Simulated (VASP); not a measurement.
Here is a VASP 6.6.1 calculation.

The input POSCAR:

```
BAs
1.0
    2.9251576732      0.0000000000      0.0000000000
    0.0000000000      2.9251576732      0.0000000000
    0.0000000000      0.0000000000      2.9251576732
B As
1 1
Direct
    0.0000000000      0.0000000000      0.0000000000
    0.5000000000      0.5000000000      0.5000000000
```

File INCAR.step1:

```
  ALGO = Normal
  EDIFF = 1E-5
  ENCUT = 520
  GGA = PE
  ISIF = 2
  ISMEAR = -1
  LASPH = True
  LCHARG = False
  LREAL = False
  LWAVE = True
  NBANDS = 11
  NELM = 100
  PREC = Accurate
  SIGMA = 0.02
```

INCAR.step2

```
  ALGO = Normal
  EDIFF = 1E-6
  ENCUT = 520
  GGA = PE
  HFSCREEN = 0.2079
  ISIF = 2
  ISMEAR = -1
  ISTART = 1
  LASPH = True
  LCHARG = False
  LHFCALC = True
  LREAL = False
  LWAVE = False
  NBANDS = 11
  NELM = 100
  PREC = Accurate
  PRECFOCK = Normal
  SIGMA = 0.02
```

KPOINTS

```
k-points
0
Gamma
  4 4 4
```

Potentials or basis: VASP PAW PBE potentials, release 64 (B, As).

Run with:

```bash
$ cat potpaw_PBE.64/B/POTCAR potpaw_PBE.64/As/POTCAR > POTCAR
$ cp INCAR.step1 INCAR
$ mpirun -np 1 vasp_std > vasp.out
$ cp INCAR.step2 INCAR
$ mpirun -np 1 vasp_std > vasp.out
```

(1) Estimate the pressure.

(2) What does it give for the band gap on the k mesh?

Answers

(1) -6.0 GPa.

(2) none (metal or under the smearing width).

Caveat: the k mesh is coarse (spacing up to 0.54 Å⁻¹), so the values aren't converged, least of all with exact exchange; the PAW data sets were made with another functional, which shifts forces and pressure a little.
